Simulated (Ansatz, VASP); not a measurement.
# Zr in VASP and in Ansatz

File INCAR:

```
  ALGO = Normal
  EDIFF = 1E-8
  ENCUT = 520
  GGA = PE
  ISIF = 2
  ISMEAR = -1
  LASPH = T
  LCHARG = F
  LEFG = T
  LREAL = F
  LWAVE = F
  NBANDS = 19
  NELM = 80
  PREC = Accurate
  SIGMA = 0.08
```

Contents of KPOINTS:

```
k-points
0
Gamma
  13 13 7
```

File POSCAR:

```
Zr
1.0
    3.1772080069      0.0000000000      0.0000000000
   -1.5886040034      2.7515428470      0.0000000000
    0.0000000000      0.0000000000      5.0597458556
Zr
2
Direct
    0.3333333333      0.6666666667      0.2500000000
    0.6666666667      0.3333333333      0.7500000000
```

Input for Ansatz:

```yaml
crystal:
  lattice:
    - [3.1772080069, 0.0, 0.0]
    - [-1.5886040034, 2.751542847, 0.0]
    - [0.0, 0.0, 5.0597458556]
  atoms:
    - { symbol: Zr, position: [0.3333333333, 0.6666666667, 0.25] }
    - { symbol: Zr, position: [0.6666666667, 0.3333333333, 0.75] }
kpoints:
  mp_grid: { grid: [13, 13, 7] }
scf:
  occupations: { method: fermi_dirac, width: 0.08 }
hamiltonian:
  xc: pbe
  pseudopotentials: { kind: all_electron, datasets: crystal }
output:
  forces: true
  stress: true
  eigenvalues: true
  efg: { contact_densities: true }
```

Change from the starting cell: volume scaled by 0.95, crystal datasets.

Alike in both runs: task electric field gradients; functional PBE; k mesh 13 × 13 × 7; occupations fermi-dirac, width 0.08 eV; no spin polarisation.

```csv
,VASP,Ansatz
version,VASP 6.6.1,Ansatz 0.2.0
potentials or method,"VASP PAW PBE potentials, release 64 (Zr_sv)","all-electron PAW with datasets made for the crystal, scalar-relativistic"
plane-wave cutoff (eV),520,see its input
```

|  | VASP | Ansatz | Ansatz less VASP |
| --- | --- | --- | --- |
| pressure (GPa) | 5.8 | 5.8 | +0.01 |
| largest component of the traceless stress (GPa) | 0.77 | 0.77 | +0.003 |
| Vzz of the field gradient on the site that differs most (V/Å²) | 46.7 | 47.0 | +0.32 |

Ansatz ran all-electron here, so the differences hold the error of VASP's frozen core and of both bases. Ansatz warned: «gradients_without_spin_orbit».
